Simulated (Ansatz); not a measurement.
# C in Ansatz: reference runs

How does C come out in PBE? The cell is run as given.

All numbers are computed with Ansatz 0.2.0; they aren't measurements. Logs are shortened: lines on timing, memory, paths and dates and some standing lists are left out, and cuts for length are marked.

## 1. The cell of the first run

The cell holds a slab with vacuum, 6 atoms: a = 2.456 Å, b = 2.456 Å, c = 22.173 Å, α = 90.00°, β = 90.00°, γ = 120.00°.

## 2. Single point, PBE (the (0 0 1) slab of C, cut from the database cell, not relaxed)

The input, input.yaml:

```yaml
crystal:
  lattice:
    - [2.45609594, 0.0, 0.0]
    - [-1.22804797, 2.12706182, 0.0]
    - [0.0, 0.0, 22.17326776]
  atoms:
    - { symbol: C, position: [0.58337946, 0.16675892, 0.3382451374] }
    - { symbol: C, position: [0.91662054, 0.83324108, 0.3382451374] }
    - { symbol: C, position: [0.08337946, 0.16675892, 0.5020300882] }
    - { symbol: C, position: [0.41662054, 0.83324108, 0.5020300882] }
    - { symbol: C, position: [0.58337946, 0.16675892, 0.6617548626] }
    - { symbol: C, position: [0.91662054, 0.83324108, 0.6617548626] }
hamiltonian:
  xc: pbe
  pseudopotentials: { kind: paw }
kpoints:
  mp_grid: { grid: [12, 12, 1] }
scf:
  occupations: { method: fermi_dirac, width: 0.05 }
output:
  forces: true
  eigenvalues: true
efield:
  axis: 3
  dipole_correction: true
  ramp_width: 0.04
```

Potentials or basis: Ansatz PAW.

Started as:

```console
$ ansatz run input.yaml --threads 4 --pin off --max-ram 11264MiB --backend cpu --events-out ev --progress --plain --runs-dir out
```

Output:

```text
Warning: RAYON_NUM_THREADS=4 ignored (pool sized by the plan → 4); use --threads N
Engine: ansatz 0.2.0, aarch64-unknown-linux-gnu
Pseudopotentials: kind: paw
Pseudopotential: C, paw, valence charge 4, recommended cutoff 420 eV (normal), C.paw.azcp
Functional definition: PBE
  parameter kappa = 0.804
  parameter beta = 0.06672455060314922
  exchange = pbe_x(kappa = kappa, mu = beta*pi^2/3)
  correlation = pbe_c(beta = beta)
Crystal: 6 atoms, lattice volume = 115.839 Å³
Basis set: ecut = 420 eV, 2181 PW (Γ), exchange–correlation on 36×36×300 points (8 copies of the dense FFT grid, shifted against one another)
Bands: 18, of which v1, the nominal top of the filled ones, is band 12 counted from 1 (11 counted from 0)
Symmetry: 4 space group operations
Space group: Cmm2 (ITA 35), of the structure as read, at distance tolerance 4.9e-5 Å
k-points: 43 of 144
Non-local potential: C, projectors of the file, l = 0: 2, l = 1: 2, l = 2: 1
PAW form: soft (Blöchl's): semilocal exchange-correlation on the pseudo side does not see the compensation charge
PAW one-centre angular grid: C, 110 points (default); XC on 64 Gauss nodes
Initial density: superposition of atomic densities (neutral atoms: chi_scale 0, normalization atom), corrected by the library's trained network
Initial wavefunctions: pseudopotential atomic-orbital guess
Functional: x = pbe(κ = 0.804, μ = 0.2195149727645171), c = pbe(β = 0.06672455060314922)
SCF iter   1: F=—  HF=-1505.616565 eV  |F-HF|=—  |Δ(HF+E_count)|=         —  Δρ=2.30e-3  dr2=7.38e-3  ethr=1.77e-3  p=0.000 e·Å  D=4.95e-4 V/Å  ΔV_dip=-0.01 eV  dr2_dipole=4.20e-4  V_vac-E_F(+/−)=4.34/4.35 eV  ⟨swp⟩=7.5  Hψ=4792  notcnv=0
efield: sawtooth ramp at fractional position 0.9800 (placed from the atoms, in the widest stretch of the axis that holds none; the zero of the levels goes with the place), width 0.0400; the density the first Hamiltonian is built on has a dipole p = 0.000 e·Å; the dipole correction subtracts the counter field D = 4.95e-4 V/Å, which shifts the + side's vacuum level by -0.01 eV against the − side's; the planar-averaged density in the ramp window peaks in size at 6.8e-5 e/Å³
preconditioner: auto → LDOS  [metal: Δε(μ)=0.122 eV  Ē_g=15.151 eV  σ=0.050 eV  W_gap=0.43  n_scr=14 (ndim 8)  ℏωp=16.9 eV  f_vac=0.518  D(μ)=0.39/eV (n_scr^D=4)  β→1.0]
SCF iter   2: F=—  HF=-1505.617048 eV  |F-HF|=—  |Δ(HF+E_count)|=   4.83e-4  Δρ=6.45e-4  dr2=6.47e-4  ethr=3.08e-5  p=0.000 e·Å  D=3.11e-4 V/Å  ΔV_dip=-0.01 eV  dr2_dipole=3.16e-6  V_vac-E_F(+/−)=4.19/4.20 eV  ⟨swp⟩=3.0  Hψ=1939  notcnv=0  defer=42
SCF iter   3: F=—  HF=-1505.616871 eV  |F-HF|=—  |Δ(HF+E_count)|=   1.77e-4  Δρ=1.46e-4  dr2=9.27e-5  ethr=2.70e-6  p=-0.000 e·Å  D=-4.10e-4 V/Å  ΔV_dip=0.01 eV  dr2_dipole=4.87e-7  V_vac-E_F(+/−)=4.24/4.24 eV  ⟨swp⟩=2.0  Hψ=1376  notcnv=0  defer=42
SCF iter   4: F=—  HF=-1505.616847 eV  |F-HF|=—  |Δ(HF+E_count)|=   2.42e-5  Δρ=4.29e-5  dr2=5.42e-6  ethr=3.86e-7  p=-0.000 e·Å  D=-1.12e-4 V/Å  ΔV_dip=0.00 eV  dr2_dipole=1.78e-7  V_vac-E_F(+/−)=4.23/4.23 eV  ⟨swp⟩=2.1  Hψ=1217  notcnv=0  defer=41
SCF iter   5: F=—  HF=-1505.616848 eV  |F-HF|=—  |Δ(HF+E_count)|=   7.51e-7  Δρ=7.96e-6  dr2=2.45e-7  ethr=2.26e-8  p=-0.000 e·Å  D=-2.33e-4 V/Å  ΔV_dip=0.01 eV  dr2_dipole=2.52e-9  V_vac-E_F(+/−)=4.23/4.23 eV  ⟨swp⟩=2.5  Hψ=1223  notcnv=0  defer=39
iter 6 met the thresholds in force, and the SCF goes on: an eigenvalue changes by 15.56 meV, over its tolerance of 10.00 meV (output.eigenvalues, Limitations)
SCF iter   6: F=-1505.616848 eV  HF=-1505.616848 eV  |F-HF|=5.85e-8  |Δ(HF+E_count)|=   9.99e-8  Δρ=2.82e-6  dr2=1.56e-8  ethr=4.17e-10  p=-0.000 e·Å  D=-2.23e-4 V/Å  ΔV_dip=0.00 eV  dr2_dipole=1.64e-12  V_vac-E_F(+/−)=4.23/4.23 eV  ⟨swp⟩=12.2  Hψ=4145  notcnv=0
SCF iter   7: F=-1505.616848 eV  HF=-1505.616848 eV  |F-HF|=6.86e-9  |Δ(HF+E_count)|=   5.98e-8  Δρ=7.54e-7  dr2=5.96e-10  ethr=6.49e-11  p=-0.000 e·Å  D=-2.29e-4 V/Å  ΔV_dip=0.01 eV  dr2_dipole=1.03e-12  V_vac-E_F(+/−)=4.23/4.23 eV  ⟨swp⟩=4.4  Hψ=3135  notcnv=0
SCF 1 converged in 7 iterations: F = -1505.616848 eV  dr2 = 5.96e-10
SCF converged after 7 iterations
an eigenvalue changed by more than its tolerance at an iteration that met the thresholds in force, so the SCF went on 1 time: the last check found none over its tolerance
Free energy (F): -1505.616848 eV
Harris-Foulkes:  -1505.616848 eV  (|F-HF|=6.86e-9)
Internal energy: -1505.613933 eV  (E = F + TS)
E sigma→0 (E₀):  -1505.615391 eV
Entropy (-TS):   -0.002915 eV (-0.486 meV/atom)
Fermi energy:    0.906521 eV
Dipole field:    D = -0.000228 V/Å  (p = -0.000146 e·Å, saw-weighted, corrected)
Work function:   Φ+ = 4.2322 eV   Φ− = 4.2272 eV
Levels:          The Fermi level and band energies are counted from a zero that moves with the ramp; work functions are not
--- Per-component energies (eV) ---
  E_band       = -198.647793
  E_kinetic    = 547.241950
  E_local      = -11691.942947  (includes V_loc(G=0)·N_el)
  E_nonlocal   = 164.283677
  E_hartree    = 5589.979534
  E_xc         = -288.447208
  E_vxc        = -357.135519  (∫ρ·V_xc dr)
  E_paw        = -596.255693  (= ΣΔE_a)
  E_vpaw       = -41.055279  (= ΣTr[D̂ρ^β])
  E_aug_tail   = 0.000046  (compensation charges beyond the density's cutoff)
  E_efield     = 0.000000  (sawtooth field / dipole correction)
  E_vefield    = 0.000082  (∫n·V_field dr)
  E_ewald      = 4769.526709
  E_smearing   = -0.002915  (= −TS)
  E_closure    = -0.000000  (closes the sum)
  Σ components = -1505.616848   (vs F -1505.616848, Δ=0.00e0)
--- Forces (eV/Å), atoms counted from 1 ---
  atom   1  C     -0.00000000    -0.02076844    -0.02121025
  atom   2  C      0.00000000     0.02076844    -0.02121025
  atom   3  C     -0.00000000    -0.02268828    -0.00804308
  atom   4  C      0.00000000     0.02268828    -0.00804308
  atom   5  C     -0.00000000    -0.02163459     0.02926488
  atom   6  C      0.00000000     0.02163459     0.02926488
  max |Σ_I F_I| component: 2.31e-5 eV/Å
--- Band table (eV; the first three rows and the last of 43) ---
  k-point 0: bands = ["-18.7627", "-18.7038", "-18.6378", "-7.2581", "-6.7965", "-6.2860", "-2.1327", "-2.1303", "-2.1229", "-2.1224", "-2.1191", "-2.1074", "4.2805", "4.5303", "5.3771", "6.2599", "6.7242", "8.4728"]
  k-point 1: bands = ["-18.5969", "-18.5388", "-18.4734", "-7.0572", "-6.5984", "-6.0915", "-2.7878", "-2.7849", "-2.7751", "-2.4666", "-2.4628", "-2.4506", "4.5020", "4.7540", "5.5987", "6.4743", "6.9442", "8.6658"]
  k-point 2: bands = ["-18.1016", "-18.0454", "-17.9820", "-6.4596", "-6.0099", "-5.5141", "-4.4397", "-4.4320", "-4.4165", "-3.2719", "-3.2670", "-3.2540", "5.1661", "5.4243", "6.2625", "7.1161", "7.6017", "9.1764"]
  k-point 42: bands = ["-14.4315", "-14.3908", "-14.3428", "-9.6744", "-9.6488", "-9.6152", "-8.1320", "-8.1141", "-8.0888", "-2.1941", "-1.8623", "-1.5102", "3.4857", "3.7556", "4.0411", "10.1593", "10.3752", "10.9527"]
```

Wall time 2 s (4 threads of Arm Neoverse V2, shared host); peak memory 0.36 GiB.

What came out:

* Free energy: -1505.6168 eV
* Largest force: 0.036 eV/Å
* Band gap on the k mesh: none (metal or under the smearing width)
* Work function of the upper face: 4.23 eV
* Work function of the lower face: 4.23 eV
* Dipole across the slab: 0.000 e·Å

Forces in eV/Å, atoms in the order of the input:
```
C    0.000 -0.021 -0.021
C    0.000  0.021 -0.021
C    0.000 -0.023 -0.008
C    0.000  0.023 -0.008
C    0.000 -0.022  0.029
C    0.000  0.022  0.029
```

Levels at points of the mesh, in eV from the Fermi level:
```tsv
k point	band 10	band 11	band 12	band 13	band 14	band 15
(0.00, 0.00, 0.00)	-3.03	-3.03	-3.01	3.37	3.62	4.47
(0.00, -0.50, 0.00)	-2.71	-2.38	-2.03	1.30	1.68	2.09
(-0.50, 0.00, 0.00)	-2.41	-2.41	-2.38	1.68	1.73	1.74
```
